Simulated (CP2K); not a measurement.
Runs of CP2K 2026.2 on ZnS. It takes space group F-43m (No. 216, cubic). The conventional cell has a = 5.404 Å, b = 5.404 Å, c = 5.404 Å, α = 90.00°, β = 90.00°, γ = 90.00°. Zn (site symmetry -43m) has 4 S at 2.34 Å as nearest neighbours. Around S (site symmetry -43m) lie 4 Zn at 2.34 Å. 

| level | potentials or basis | smearing | EPS_DEFAULT | NGRIDS | points a segment of the path (NPOINTS) | bands added on the path | CUTOFF of the grids | gap on the mesh (eV) | pressure (GPa) |
| --- | --- | --- | --- | --- | --- | --- | --- | --- | --- |
| r2SCAN | POTENTIAL_UZH Zn GTH-SCAN-q12, S GTH-SCAN-q6; TZVP-MOLOPT-SCAN-GTH basis | fermi-dirac 0.1 eV | 1.0E-9 | 4 | 8 | 4 | 675 Ry | 2.50 | (a) |
| LDA | GTH_POTENTIALS Zn GTH-PADE-q12, S GTH-PADE-q6; TZVP-MOLOPT-PBE-GTH basis | fermi-dirac 0.0259 eV | 1.0E-9 | 5 | 10 | 6 | 450 Ry | 1.80 | -4.3 |
| PBEsol | POTENTIAL_UZH Zn GTH-PBE-q12, S GTH-PBE-q6; TZVP-MOLOPT-PBE-GTH basis | fermi-dirac 0.05 eV | 1.0E-10 | 5 | 6 | 2 | 450 Ry | 1.90 | (b) |
| TB-mBJ | POTENTIAL_UZH Zn GTH-PBE-q12, S GTH-PBE-q6; TZVP-MOLOPT-PBE-GTH basis | fermi-dirac 0.01 eV | 1.0E-9 | 4 | 10 | 6 | 675 Ry | 1.80 | - |

Alike in all rows: task band structure; no spin polarisation; cell as given; k mesh 9 × 9 × 9.

Task: Estimate the missing entries.

Result: (a) -0.9; (b) -1.3.

Caveats: the basis of atomic orbitals isn't converged, which shifts pressures, moduli and gaps; the potentials were made for another functional, which shifts forces and pressure (some runs); this is a model potential without an energy functional, so only levels have meaning (some runs).

Runs at the PBE level aren't shown here.
